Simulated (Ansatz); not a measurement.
`CCCC=O` → `CCC=O` + `[CH2]` (triplet) at 500 K and 1 bar (formal loss of a carbene).

Program: Ansatz. Geometries: PBE0-D4/def2-TZVP. ΔE: electronic, gas phase. CCSD(T)/CBS is the MP2 limit (def2-TZVPP, def2-QZVPP) plus CCSD(T) − MP2 in def2-TZVPP, frozen cores. This one scheme is used for every species. Triplets are unrestricted, without spin–orbit coupling. One conformer a species, not always the lowest.

```tsv
species	CCSD(T)/CBS energy (Eh)	H − E (kJ/mol)	S (J/(mol·K))
`CCCC=O`	-232.19040	339.7	384.9
`CCC=O`	-192.92825	256.3	343.8
`[CH2]` (triplet)	-39.09499	62.7	213.9
```

H − E and S are ideal-gas, rigid-rotor, harmonic terms from PBE0-D4/def2-TZVP, for one conformer and one mirror image of each species, with the whole ground term of open shells counted as degenerate. 1 Eh = 2625.50 kJ/mol, R = 8.31446 J/(mol·K).

Question: By hand: ΔE, ΔH, ΔS and ΔG.

Answer: ΔE = (-192.92825) + (-39.09499) − (-232.19040) = 0.16716 Eh = 438.9 kJ/mol. Δ(H − E) = 256.3 + 62.7 − 339.7 = -20.7, so ΔH = 418.2 kJ/mol. ΔS = 343.8 + 213.9 − 384.9 = 172.8 J/(mol·K). ΔG = 418.2 − 500 × (172.8)/1000 = 331.8 kJ/mol.

Question: By hand: the equilibrium constant, and the temperature at which ΔG would vanish if ΔH and ΔS stayed fixed.

Answer: log₁₀ K = −ΔG/(RT ln 10) = -34.7. ΔG = 0 at ΔH/ΔS = 2420 K.

The number of gas molecules changes by +1, which sets the sign of ΔS. A doubt of 5 kJ/mol in ΔE shifts log₁₀ K by 0.5 here. Other conformers and mirror images would add mixing entropy, several J/(mol·K) or more a flexible species. A triplet takes part, so the spin changes. These are equilibria of isolated gas molecules and say nothing of rates. Largest T1 diagnostic: 0.013 (customary marks: 0.02 for closed shells, 0.045 for open ones).
